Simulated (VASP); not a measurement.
# La: relaxation of cell and atoms with PBE

La:

```
La
1.0
     3.75099    0.00000    0.00000
    -1.87550    3.24845    0.00000
     0.00000    0.00000    6.12662
La
2
Cartesian
  0.0000 2.1656 4.5950
  1.8755 1.0828 1.5317
```

The cell was built by a generator and needn't be a form met in nature.

```
Program                : VASP 6.6.1
Task                   : relaxation of cell and atoms
Functional             : PBE
Potentials or basis    : VASP PAW PBE potentials, release 64 (La)
Cutoff                 : 600 eV
k mesh                 : 6 × 6 × 4
Occupations            : gaussian, width 0.05 eV
Spin                   : no spin polarisation
Dipole correction      : no
Further INCAR settings : ALGO = Normal; EDIFF = 1e-06; IBRION = 2; EDIFFG = -0.03; NSW = 80; ISIF = 3
```

```yaml
Relaxed_volume: 37.72 Å³/atom
Relaxed_cell: a = 3.764 Å, b = 3.764 Å, c = 6.150 Å, α = 90.00°, β = 90.00°, γ = 120.00°
Space_group_after_relaxing_to_0.05_Å: P6_3/mmc (No. 194)
Energy_gained_by_relaxing: 0.4 meV/atom
Ionic_steps: 2
Pressure_after_relaxing: 0.0 GPa
Band_gap_on_the_k_mesh: none (metal or under the smearing width)
```

Step by step:
```
step  energy change (eV)  largest force (eV/Å)  pressure (GPa)  volume (Å³)
   1              0.0000                0.0000            0.31        74.65
   2             -0.0008                0.0000            0.02        75.44
```

Final structure:
```yaml
crystal:
  lattice:
    - [3.76351, 0.00000, 0.00000]
    - [-1.88175, 3.25929, 0.00000]
    - [0.00000, 0.00000, 6.15046]
  atoms:
    - { symbol: La, position: [0.33333, 0.66667, 0.75000] }
    - { symbol: La, position: [0.66667, 0.33333, 0.25000] }
```

Levels at points of the mesh, in eV from the Fermi level:
```csv
k point,band 7,band 8,band 9,band 10,band 11,band 12,band 13,band 14,band 15
"(0.00, 0.00, 0.00)",-15.87,-15.87,-3.14,-1.69,1.11,1.38,1.38,1.56,1.63
"(0.50, 0.00, 0.00)",-16.18,-16.04,-1.51,-1.12,-1.09,1.19,1.27,1.32,1.51
"(0.00, 0.00, 0.50)",-15.96,-15.96,-1.86,-1.86,0.61,0.61,1.44,1.44,1.44
"(0.50, 0.00, 0.50)",-16.20,-16.20,-1.60,-1.60,-0.35,-0.35,1.57,1.57,1.79
```

Wall time 79 s on 1 thread of Intel(R) Xeon(R) Platinum 8259CL CPU @ 2.50GHz (Skylake/Cascade Lake) (shared host), peak memory 0.21 GiB.

Spin-orbit coupling is left out, which matters for the levels of La.
